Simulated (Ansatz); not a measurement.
The cell comes from COD entry 9014756, which wasn't checked; take it as a given geometry. The listed cell was then made from it by scaling, straining or moving an atom.

BaTiO3: DFT, LDA, all-electron PAW with datasets made for the crystal, scalar-relativistic (Ansatz 0.2.0). What sets it apart from a plain run of this crystal: zz strain of +3 %.

Command: `ansatz run input.yaml --threads 2 --pin off --max-ram 8192MiB --backend cpu --events-out ev --progress --plain --runs-dir out` The run took 41 s on 2 threads of Intel(R) Xeon(R) Platinum 8488C (Sapphire Rapids), on a shared host, peak memory 1.7 GiB.

```yaml
crystal:
  lattice:
    - [2.8276681575, 1.6325549719, 2.3872635562]
    - [-2.8276681575, 1.6325549719, 2.3872635562]
    - [0.0, -3.2651099438, 2.3872635562]
  atoms:
    - { symbol: Ba, position: [0.0, 0.0, 0.0] }
    - { symbol: Ti, position: [0.514, 0.514, 0.514] }
    - { symbol: O, position: [0.4916, 0.4916, 0.9815] }
    - { symbol: O, position: [0.4916, 0.9815, 0.4916] }
    - { symbol: O, position: [0.9815, 0.4916, 0.4916] }
kpoints:
  mp_grid: { grid: [9, 9, 9] }
scf:
  occupations: { method: fermi_dirac, width: 0.05 }
hamiltonian:
  xc: lda
  pseudopotentials: { kind: all_electron, datasets: crystal }
output:
  forces: true
  stress: true
  eigenvalues: true
  efg: { contact_densities: true }
```

Output (standing set-up lines are left out):

```
hamiltonian.pseudopotentials.datasets: crystal makes datasets for this crystal and solves the spheres of its atoms anew in each pass: cutoff 580.0 eV, the density's 2320.0 eV; for an error of 0.50 meV an atom under PBE, 2.5 meV for the cell; an energy difference from a run of another recipe may be off by several times the error for the cell, under r2SCAN by more, where some 0.1 meV an atom stays at smaller errors; O in spheres of 0.878 Å, 6 of its electrons in bands; Ti in spheres of 1.005 Å, 12 of its electrons in bands; Ba in spheres of 1.376 Å, 10 of its electrons in bands
Pseudopotential: Ba, paw, valence charge 10, recommended cutoff 580 eV (normal), Koelling and Harmon's equation, gaussian nucleus
Pseudopotential: Ti, paw, valence charge 12, recommended cutoff 580 eV (normal), Koelling and Harmon's equation, gaussian nucleus
Pseudopotential: O, paw, valence charge 6, recommended cutoff 580 eV (normal), Koelling and Harmon's equation, gaussian nucleus
Crystal: 5 atoms, lattice volume = 66.122 Å³
Basis set: ecut = 580 eV, 2079 PW (Γ)
PAW one-centre angular grid: Ti, 590 points (default); XC on its mesh's 1847 points in the sphere
PAW one-centre angular grid: O, 110 points (default); XC on its mesh's 1901 points in the sphere
iter 1 solved again at ethr=6.11e-2 eV; its pass at ethr=1.00e-1 eV (dr2=2.45e1 eV) is discarded
SCF iter   1: F=—  HF=-250509.732069 eV  |F-HF|=—  |Δ(HF+E_count)|=         —  Δρ=1.88e-1  dr2=2.45e1  ethr=6.11e-2  ⟨swp⟩=2.3  Hψ=10669  notcnv=0
preconditioner: auto → Resta (q_TF=auto, 2.509 Å⁻¹)  ε∞=3.5  [insulator: Δε(μ)=6.048 eV  Ē_g=17.768 eV  σ=0.050 eV  W_gap=1.00  n_scr=18 (ndim 8)  ℏωp=28.1 eV  f_vac=0.000  D(μ)=0.00/eV (n_scr^D=0)  ε∞_Penn≈3.5]
SCF iter   2: F=—  HF=-250504.896124 eV  |F-HF|=—  |Δ(HF+E_count)|=    4.84e0  Δρ=1.11e-1  dr2=5.69e0  ethr=6.11e-2  ⟨swp⟩=4.5  Hψ=5869  notcnv=0  defer=5
SCF iter   3: F=—  HF=-250504.159152 eV  |F-HF|=—  |Δ(HF+E_count)|=   7.37e-1  Δρ=3.05e-2  dr2=6.40e-1  ethr=1.42e-2  ⟨swp⟩=3.2  Hψ=4952  notcnv=0  defer=15
SCF iter   4: F=—  HF=-250504.092940 eV  |F-HF|=—  |Δ(HF+E_count)|=   6.62e-2  Δρ=2.90e-2  dr2=6.15e-1  ethr=1.60e-3  ⟨swp⟩=4.4  Hψ=5654  notcnv=0  defer=3
SCF iter   5: F=—  HF=-250504.024177 eV  |F-HF|=—  |Δ(HF+E_count)|=   6.88e-2  Δρ=1.49e-2  dr2=1.77e-1  ethr=1.54e-3  ⟨swp⟩=2.1  Hψ=5060  notcnv=0  defer=18
iter 6 solved again at ethr=1.57e-6 eV; its pass at ethr=4.42e-4 eV (dr2=6.28e-4 eV) is discarded
SCF iter   6: F=—  HF=-250503.996640 eV  |F-HF|=—  |Δ(HF+E_count)|=   2.75e-2  Δρ=1.25e-3  dr2=6.25e-4  ethr=1.57e-6  ⟨swp⟩=4.8  Hψ=12211  notcnv=0  defer=2
SCF iter   7: F=—  HF=-250503.996540 eV  |F-HF|=—  |Δ(HF+E_count)|=   1.00e-4  Δρ=6.11e-4  dr2=2.30e-4  ethr=1.56e-6  ⟨swp⟩=2.0  Hψ=3834  notcnv=0
SCF iter   8: F=—  HF=-250503.996510 eV  |F-HF|=—  |Δ(HF+E_count)|=   2.98e-5  Δρ=1.86e-4  dr2=2.99e-5  ethr=5.75e-7  ⟨swp⟩=2.1  Hψ=3838  notcnv=0  defer=1
SCF iter   9: F=—  HF=-250503.996507 eV  |F-HF|=—  |Δ(HF+E_count)|=   3.12e-6  Δρ=4.34e-5  dr2=2.09e-6  ethr=7.47e-8  ⟨swp⟩=3.9  Hψ=4181  notcnv=0
SCF iter  10: F=—  HF=-250503.996507 eV  |F-HF|=—  |Δ(HF+E_count)|=   2.91e-8  Δρ=3.35e-5  dr2=1.26e-6  ethr=5.23e-9  ⟨swp⟩=3.8  Hψ=4614  notcnv=0
SCF iter  11: F=—  HF=-250503.996507 eV  |F-HF|=—  |Δ(HF+E_count)|=   2.58e-7  Δρ=1.50e-5  dr2=1.43e-7  ethr=3.15e-9  ⟨swp⟩=3.0  Hψ=4655  notcnv=0
SCF iter  12: F=-250503.996507 eV  HF=-250503.996507 eV  |F-HF|=9.02e-10  |Δ(HF+E_count)|=   3.55e-8  Δρ=1.71e-6  dr2=1.24e-9  ethr=3.57e-10  ⟨swp⟩=3.0  Hψ=4841  notcnv=0
SCF 1 converged in 12 iterations: F = -250503.996505 eV  dr2 = 1.24e-9
  Residual-converged pass: ⟨swp⟩=4.1  Hψ=7085  notcnv=0  max |occ|·‖R‖ = 6.6e-6 eV (tolerance 6.7e-6 eV)  dr2=1.86e-9  dr2_onsite=9.38e-10  max |Δocc| = 8.0e-15
  greatest PAW one-centre occupation: 0.980 electrons in one spin orbital (limit 2), on the Ti atom at site 1 (counted from 0), in its partial waves of l = 0
SCF converged after 12 iterations
Free energy (F): -250503.996505 eV
Harris-Foulkes:  -250503.996505 eV  (|F-HF|=9.02e-10)
Internal energy: -250503.996505 eV  (E = F + TS)
E sigma→0 (E₀):  -250503.996505 eV
Past the cutoff: the bands carry plane waves up to 1.75 times it, of which those up to 1.5 times it add -0.000049 eV an atom, each by itself; the spheres take 0.000129 eV an atom off the energy for waves past 1.75 times it
By the cutoff:   a pressure is off by up to 0.006 GPa (1.2 times the spheres' own share and the shells' term, over an atom's volume, and 0.004 GPa: a bound that held against runs at twice the plane waves)
Past the cutoffs: a stress includes 0.0013 GPa for waves and charges beyond them, in addition to the slope of what the spheres take
In the spheres:  the bands' charges fall short by 2.1e-6 e at most (sound up to 1e-3)
Fermi energy:    12.479893 eV
--- Per-component energies (eV) ---
  The terms above E_closure are by the made datasets' own strengths, without shells solved beside the bands.
--- Forces (eV/Å), atoms counted from 1 ---
  atom   1  Ba     0.00000000    -0.00000000     0.12739396
  atom   2  Ti     0.00000000     0.00000000     0.47392229
  atom   3  O     -0.00000000     0.07637792    -0.20044257
  atom   4  O      0.06614522    -0.03818896    -0.20044257
  atom   5  O     -0.06614522    -0.03818896    -0.20044257
  max |Σ_I F_I| component: 1.15e-5 eV/Å
--- Stress (GPa, compression-positive) ---
       -8.137299       0.000000      -0.000000
        0.000000      -8.137299      -0.000000
       -0.000000      -0.000000     -14.238793
  P = ⅓ Tr σ = -10.1711 GPa (-101.711 kbar)
--- PAW observables at the nuclei: V_zz in 10²¹ V/m², potentials from the cell's mean, atoms counted from 1 ---
  atom   1  Ba V_zz =    +2.797394   η = 0.0000   by run symmetry: allowed
            electrostatic potential = -9622.516188 V   contact ρ = 2057075.083940 e/Å³
  atom   2  Ti V_zz =    +0.370427   η = 0.0000   by run symmetry: allowed
            electrostatic potential = -2526.349541 V   contact ρ = 56472.097557 e/Å³
  atom   3  O  V_zz =    +2.027657   η = 0.0050   by run symmetry: allowed
            electrostatic potential = -624.999926 V   contact ρ = 2125.899813 e/Å³
  atom   4  O  V_zz =    +2.027657   η = 0.0050   by run symmetry: allowed
            electrostatic potential = -624.999926 V   contact ρ = 2125.899813 e/Å³
  atom   5  O  V_zz =    +2.027657   η = 0.0050   by run symmetry: allowed
            electrostatic potential = -624.999926 V   contact ρ = 2125.899813 e/Å³
--- Band table (eV; the first three rows and the last of 85) ---
  k-point 0: bands = ["-44.3673", "-20.9468", "-20.9468", "-20.9254", "-13.3050", "-5.0808", "-4.3819", "-4.3819", "1.5197", "1.5197", "1.6025", "9.0388", "9.1891", "9.1891", "10.0212", "10.0212", "10.3478", "10.7391", "11.0309", "11.0309", "13.5648", "13.5648"]
  k-point 1: bands = ["-44.3672", "-20.9507", "-20.9465", "-20.9268", "-13.2931", "-5.0842", "-4.3782", "-4.3778", "1.5368", "1.5620", "1.6261", "8.9034", "9.0988", "9.1549", "9.8957", "9.8964", "10.2610", "10.5576", "10.9659", "10.9771", "13.5911", "13.7562"]
  k-point 2: bands = ["-44.3670", "-20.9624", "-20.9460", "-20.9285", "-13.2627", "-5.1226", "-4.3688", "-4.3315", "1.5809", "1.6384", "1.7161", "8.4318", "8.9905", "9.0435", "9.6367", "9.6515", "10.0544", "10.2131", "10.7303", "10.8480", "13.6484", "14.2028"]
  k-point 84: bands = ["-44.3648", "-20.9863", "-20.9862", "-20.9674", "-13.0797", "-4.2614", "-4.2075", "-4.1715", "0.8983", "0.9174", "0.9739", "7.1126", "7.8095", "7.8190", "8.8727", "8.9556", "9.0315", "11.2221", "11.2641", "11.3099", "15.5182", "15.5914"]
```
